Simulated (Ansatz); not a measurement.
Molecular dynamics of C

Input file:

```yaml
accuracy: low
crystal:
  lattice:
    - [0.0, 3.57, 3.57]
    - [3.57, 0.0, 3.57]
    - [3.57, 3.57, 0.0]
  atoms:
    - { symbol: C, position: [0.03206079, -0.00075775, -0.06929962] }
    - { symbol: C, position: [0.17514908, 0.11202257, 0.02435409] }
    - { symbol: C, position: [0.02634947, 0.01734771, 0.39142655] }
    - { symbol: C, position: [0.14662001, 0.1488829, 0.53205258] }
    - { symbol: C, position: [0.02568078, 0.52058913, -0.08713683] }
    - { symbol: C, position: [0.15262488, 0.60878892, 0.04603537] }
    - { symbol: C, position: [0.00177079, 0.50258758, 0.44242275] }
    - { symbol: C, position: [0.14505635, 0.65744575, 0.52533454] }
    - { symbol: C, position: [0.54370969, -0.03123094, -0.04319573] }
    - { symbol: C, position: [0.65382977, 0.12953377, 0.05463258] }
    - { symbol: C, position: [0.50941069, -0.00063166, 0.44617612] }
    - { symbol: C, position: [0.6514173, 0.10911614, 0.575745] }
    - { symbol: C, position: [0.51995006, 0.48697821, -0.05796049] }
    - { symbol: C, position: [0.65877342, 0.58705119, 0.07701406] }
    - { symbol: C, position: [0.54077661, 0.48756829, 0.41141959] }
    - { symbol: C, position: [0.6658954, 0.63289773, 0.54507028] }
basis:
  ecutwfc: 420.0
kpoints:
  mp_grid: { grid: [3, 3, 3] }
hamiltonian:
  xc: pbe
scf:
  occupations: { method: fermi_dirac, width: 0.002 }
  lower_state_search: "off"
md:
  timestep: 1.5
  n_steps: 140
  ensemble: npt_langevin
  temperature: 1400.0
  initial_velocities: maxwell_boltzmann
  seed: 916680
  friction: 0.005
  pressure: 0.0
  fix_cell: []
```

Launched with:

```bash
$ ansatz run input.yaml --threads 1 --pin off --max-ram 3072MiB --backend cpu --events-out ev --progress --plain --runs-dir out
```

It goes on from the last frame of an earlier run, with new velocities.

Output, in part (step lines):

```
md step     0: t =     0.00 fs  T =  1312.5 K  F+E_penalty+E_count = -4009.27346314 eV  E_kin = 2.714460 eV  conserved = -4007.10320341 eV  P_inst = 10.8578 GPa  V = 90.9986 Å³  selection 1  (6 SCF iters)
md step     1: t =     1.50 fs  T =  1481.2 K  F+E_penalty+E_count = -4009.61055759 eV  E_kin = 3.063381 eV  conserved = -4007.11800226 eV  P_inst = 10.7138 GPa  V = 91.0074 Å³  selection 1  (7 SCF iters)
md step     2: t =     3.00 fs  T =  1681.1 K  F+E_penalty+E_count = -4009.93207878 eV  E_kin = 3.476690 eV  conserved = -4007.13609878 eV  P_inst = 10.6571 GPa  V = 91.0503 Å³  selection 1  (7 SCF iters)
md step     3: t =     4.50 fs  T =  1679.0 K  F+E_penalty+E_count = -4009.96766547 eV  E_kin = 3.472377 eV  conserved = -4007.13370143 eV  P_inst = 10.7528 GPa  V = 91.1356 Å³  selection 1  (7 SCF iters)
md step     4: t =     6.00 fs  T =  1569.2 K  F+E_penalty+E_count = -4009.76485962 eV  E_kin = 3.245311 eV  conserved = -4007.11695616 eV  P_inst = 11.0605 GPa  V = 91.2429 Å³  selection 1  (7 SCF iters)
md step     5: t =     7.50 fs  T =  1450.8 K  F+E_penalty+E_count = -4009.58345644 eV  E_kin = 3.000445 eV  conserved = -4007.10097103 eV  P_inst = 11.0762 GPa  V = 91.3583 Å³  selection 1  (6 SCF iters)
md step     6: t =     9.00 fs  T =  1475.0 K  F+E_penalty+E_count = -4009.61434474 eV  E_kin = 3.050525 eV  conserved = -4007.10182898 eV  P_inst = 10.5573 GPa  V = 91.4792 Å³  selection 1  (6 SCF iters)
md step     7: t =    10.50 fs  T =  1519.2 K  F+E_penalty+E_count = -4009.87552164 eV  E_kin = 3.142032 eV  conserved = -4007.11163786 eV  P_inst = 9.1486 GPa  V = 91.6136 Å³  selection 1  (6 SCF iters)
[... lines left out ...]
md step   140: t =   210.00 fs  T =  1246.9 K  F+E_penalty+E_count = -4010.11685564 eV  E_kin = 2.578843 eV  conserved = -4007.10162098 eV  P_inst = -8.6925 GPa  V = 95.0558 Å³  selection 1  (7 SCF iters)
```

The steps, from the saved trajectory:

```json
{"time (fs)": "0.0", "T (K)": "1312", "potential energy less start (eV)": "0.000", "conserved less start (meV/atom)": "0.00", "P (GPa)": "10.9", "volume (Å³)": "91.0"}
{"time (fs)": "6.0", "T (K)": "1569", "potential energy less start (eV)": "-0.491", "conserved less start (meV/atom)": "-0.86", "P (GPa)": "11.1", "volume (Å³)": "91.2"}
{"time (fs)": "12.0", "T (K)": "1704", "potential energy less start (eV)": "-0.922", "conserved less start (meV/atom)": "-1.61", "P (GPa)": "7.8", "volume (Å³)": "91.8"}
{"time (fs)": "18.0", "T (K)": "1322", "potential energy less start (eV)": "-0.140", "conserved less start (meV/atom)": "0.15", "P (GPa)": "6.0", "volume (Å³)": "92.3"}
{"time (fs)": "24.0", "T (K)": "1321", "potential energy less start (eV)": "-0.064", "conserved less start (meV/atom)": "-0.88", "P (GPa)": "3.3", "volume (Å³)": "93.0"}
{"time (fs)": "30.0", "T (K)": "1603", "potential energy less start (eV)": "-0.661", "conserved less start (meV/atom)": "-0.80", "P (GPa)": "-1.4", "volume (Å³)": "93.8"}
{"time (fs)": "36.0", "T (K)": "1377", "potential energy less start (eV)": "-0.280", "conserved less start (meV/atom)": "-0.35", "P (GPa)": "-4.0", "volume (Å³)": "94.4"}
{"time (fs)": "42.0", "T (K)": "1194", "potential energy less start (eV)": "-0.136", "conserved less start (meV/atom)": "-0.64", "P (GPa)": "-5.5", "volume (Å³)": "94.8"}
{"time (fs)": "48.0", "T (K)": "1626", "potential energy less start (eV)": "-1.057", "conserved less start (meV/atom)": "-0.95", "P (GPa)": "-8.4", "volume (Å³)": "95.1"}
{"time (fs)": "54.0", "T (K)": "1195", "potential energy less start (eV)": "-0.308", "conserved less start (meV/atom)": "-0.03", "P (GPa)": "-8.2", "volume (Å³)": "95.4"}
{"time (fs)": "60.0", "T (K)": "1016", "potential energy less start (eV)": "0.215", "conserved less start (meV/atom)": "0.58", "P (GPa)": "-9.3", "volume (Å³)": "95.7"}
{"time (fs)": "66.0", "T (K)": "1494", "potential energy less start (eV)": "-0.711", "conserved less start (meV/atom)": "-0.98", "P (GPa)": "-11.2", "volume (Å³)": "95.8"}
{"time (fs)": "72.0", "T (K)": "1149", "potential energy less start (eV)": "-0.152", "conserved less start (meV/atom)": "0.01", "P (GPa)": "-7.2", "volume (Å³)": "95.5"}
{"time (fs)": "78.0", "T (K)": "1614", "potential energy less start (eV)": "-0.808", "conserved less start (meV/atom)": "-0.80", "P (GPa)": "-6.5", "volume (Å³)": "95.0"}
{"time (fs)": "84.0", "T (K)": "1354", "potential energy less start (eV)": "-0.321", "conserved less start (meV/atom)": "-1.12", "P (GPa)": "-4.6", "volume (Å³)": "94.5"}
{"time (fs)": "90.0", "T (K)": "1227", "potential energy less start (eV)": "-0.081", "conserved less start (meV/atom)": "-0.22", "P (GPa)": "-2.5", "volume (Å³)": "94.2"}
{"time (fs)": "96.0", "T (K)": "1676", "potential energy less start (eV)": "-0.958", "conserved less start (meV/atom)": "-1.37", "P (GPa)": "-2.6", "volume (Å³)": "94.0"}
{"time (fs)": "102.0", "T (K)": "1203", "potential energy less start (eV)": "0.011", "conserved less start (meV/atom)": "-0.27", "P (GPa)": "-0.5", "volume (Å³)": "93.8"}
{"time (fs)": "108.0", "T (K)": "1598", "potential energy less start (eV)": "-0.476", "conserved less start (meV/atom)": "-0.83", "P (GPa)": "0.9", "volume (Å³)": "93.4"}
{"time (fs)": "114.0", "T (K)": "1377", "potential energy less start (eV)": "-0.147", "conserved less start (meV/atom)": "-0.86", "P (GPa)": "2.7", "volume (Å³)": "93.1"}
{"time (fs)": "120.0", "T (K)": "1701", "potential energy less start (eV)": "-0.762", "conserved less start (meV/atom)": "-1.74", "P (GPa)": "2.7", "volume (Å³)": "92.9"}
{"time (fs)": "126.0", "T (K)": "1426", "potential energy less start (eV)": "-0.541", "conserved less start (meV/atom)": "-0.73", "P (GPa)": "2.5", "volume (Å³)": "92.8"}
{"time (fs)": "132.0", "T (K)": "1206", "potential energy less start (eV)": "-0.347", "conserved less start (meV/atom)": "-0.06", "P (GPa)": "2.3", "volume (Å³)": "92.8"}
{"time (fs)": "138.0", "T (K)": "1535", "potential energy less start (eV)": "-1.236", "conserved less start (meV/atom)": "-1.25", "P (GPa)": "0.6", "volume (Å³)": "92.9"}
{"time (fs)": "144.0", "T (K)": "989", "potential energy less start (eV)": "-0.176", "conserved less start (meV/atom)": "0.59", "P (GPa)": "2.2", "volume (Å³)": "93.0"}
{"time (fs)": "150.0", "T (K)": "1526", "potential energy less start (eV)": "-1.099", "conserved less start (meV/atom)": "-1.06", "P (GPa)": "-1.4", "volume (Å³)": "93.3"}
{"time (fs)": "156.0", "T (K)": "1061", "potential energy less start (eV)": "-0.295", "conserved less start (meV/atom)": "0.22", "P (GPa)": "-1.1", "volume (Å³)": "93.6"}
{"time (fs)": "162.0", "T (K)": "1216", "potential energy less start (eV)": "-0.407", "conserved less start (meV/atom)": "-0.30", "P (GPa)": "-1.8", "volume (Å³)": "93.9"}
{"time (fs)": "168.0", "T (K)": "1332", "potential energy less start (eV)": "-1.085", "conserved less start (meV/atom)": "-0.36", "P (GPa)": "-6.8", "volume (Å³)": "94.5"}
{"time (fs)": "174.0", "T (K)": "1165", "potential energy less start (eV)": "-0.697", "conserved less start (meV/atom)": "-0.48", "P (GPa)": "-6.6", "volume (Å³)": "94.7"}
{"time (fs)": "180.0", "T (K)": "1197", "potential energy less start (eV)": "-0.799", "conserved less start (meV/atom)": "-0.17", "P (GPa)": "-7.9", "volume (Å³)": "95.0"}
{"time (fs)": "186.0", "T (K)": "1101", "potential energy less start (eV)": "-1.068", "conserved less start (meV/atom)": "-0.05", "P (GPa)": "-10.3", "volume (Å³)": "95.2"}
{"time (fs)": "192.0", "T (K)": "983", "potential energy less start (eV)": "-0.796", "conserved less start (meV/atom)": "0.21", "P (GPa)": "-9.5", "volume (Å³)": "95.2"}
{"time (fs)": "198.0", "T (K)": "1303", "potential energy less start (eV)": "-1.075", "conserved less start (meV/atom)": "-0.04", "P (GPa)": "-8.5", "volume (Å³)": "95.2"}
{"time (fs)": "204.0", "T (K)": "1173", "potential energy less start (eV)": "-0.845", "conserved less start (meV/atom)": "-0.23", "P (GPa)": "-9.0", "volume (Å³)": "95.1"}
{"time (fs)": "210.0", "T (K)": "1247", "potential energy less start (eV)": "-0.843", "conserved less start (meV/atom)": "0.10", "P (GPa)": "-8.7", "volume (Å³)": "95.1"}
```

The run went to its last step. The conserved energy stayed within 2.6 meV per atom of its start (net change 0.099 meV per atom), so there is no drift, though single steps change it by up to 24 meV in the whole system, a sign of fast motions only just resolved. A run of 0.21 ps of so small a system gives no equilibrium averages. The smearing is very narrow for this mesh. Limits of this set-up: low accuracy level. The cell's volume went from 91 to 95 Å³.

Mean squared displacements from the first frame to the last, about the centre of mass, the cell's change included: C 0.03 Å².

Last frame:

```xyz
16
Lattice="-0.0317 3.6860 3.6919 3.5224 0.0094 3.6508 3.5243 3.6469 0.0074" Properties=species:S:1:pos:R:3
C -0.104 -0.235 -0.199
C 0.828 0.685 0.734
C 1.710 1.589 -0.144
C 2.498 2.492 0.707
C 1.730 -0.248 1.618
C 2.653 0.645 2.630
C 3.490 1.689 1.617
C 4.333 2.527 2.538
C -0.061 1.566 1.828
C 0.903 2.533 2.646
C 1.699 3.460 1.746
C 2.604 4.295 2.648
C 1.718 1.580 3.548
C 2.474 2.434 4.484
C 3.400 3.444 3.517
C 4.282 4.264 4.536
```

Run time: 11 min on 1 CPU thread of a shared host.
